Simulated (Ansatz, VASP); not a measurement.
**One calculation of Mn, two programs**

```
CELL_PARAMETERS angstrom
-1.37353 1.37353 1.37353
1.37353 -1.37353 1.37353
1.37353 1.37353 -1.37353
ATOMIC_POSITIONS crystal
Mn 0.00000 0.00000 0.00000
```

Alike in both runs: task relaxation of cell and atoms; functional PBEsol; k mesh 28 × 28 × 28; occupations gaussian, width 0.1 eV; no spin polarisation.

|  | VASP | Ansatz |
| --- | --- | --- |
| version | VASP 6.6.1 | Ansatz 0.2.0 |
| potentials or method | VASP PAW PBE potentials, release 64 (Mn_pv) | scalar-relativistic, plane waves, PAW |
| plane-wave cutoff (eV) | 600 | 420 |
| valence electrons in the cell | 13 | 15 |

VASP gave:

```
gap on the k mesh at the Fermi level, each at its own relaxed structure (eV) : none
relaxed volume (Å³/atom)                                                     : 10.37
relaxed cell length with the largest relative difference (Å)                 : 2.379
```

Q: What did Ansatz give for the same quantities?

A: gap on the k mesh at the Fermi level, each at its own relaxed structure (eV): none; relaxed volume (Å³/atom): 10.39; relaxed cell length with the largest relative difference (Å): 2.381.

A gap of «none» marks a metal or a gap that the smearing closes. The two sets of potentials don't hold the same shells in valence.

Caveats: the relaxation stopped at its first step, so nothing moved; the PAW data sets were made with another functional, which shifts forces and pressure a little (VASP); the run has no spin polarisation, though such a crystal can be magnetic. Spin polarisation is off, so any magnetic state and its effect on volume and gap are missing.
